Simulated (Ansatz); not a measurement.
# LiH under changes of volume

One of the cells (8.449 Å³/atom); the others are scaled copies at fixed shape and fractional positions:

```xyz
2
Lattice="0.0000 2.0368 2.0368 2.0368 0.0000 2.0368 2.0368 2.0368 0.0000" Properties=species:S:1:pos:R:3 pbc="T T T"
Li    0.0000    0.0000    0.0000
H     2.0368    2.0368    2.0368
```

* Program: Ansatz 0.2.0
* Functional: LDA
* Potentials or basis: all-electron LAPW, scalar-relativistic
* Cutoff: 174 eV (chosen from the basis error)
* Basis error allowed: 0.001 eV/atom
* k mesh: 11 × 11 × 11
* Occupations: fermi-dirac, width 0.05 eV
* Spin: no spin polarisation

```tsv
volume (Å³/atom)	energy over the lowest point (meV/atom)	pressure (GPa)	gap on the mesh (eV)
7.942	0.00	-2.2	2.81
8.111	2.73	-2.9	2.82
8.280	6.13	-3.5	2.84
8.449	?	?	?
8.618	14.69	-4.6	2.86
8.787	19.76	-5.0	2.87
8.956	25.27	-5.4	2.88
```

**Question.** What does the run at 8.449 Å³/atom give?

**Answer.** Energy over the lowest point 10.14 meV/atom; pressure -4.1 GPa; gap on the mesh 2.85 eV.

Worked out: A Birch-Murnaghan fit of order 3 (a polynomial in V^(-2/3)) to the other rows has no minimum within the range. It gives 10.14 meV/atom at 8.449 Å³/atom, against the run's 10.14, and -dE/dV = -4.1 GPa, against -4.1. A straight line through the other rows of the gap, of slope 0.589 eV per unit of ln V (its deformation potential), gives 2.85 eV, against the run's 2.85.

Energies are extrapolated to zero smearing.

Caveats: an odd mesh through Γ misses points on the zone boundary, where band edges often lie.
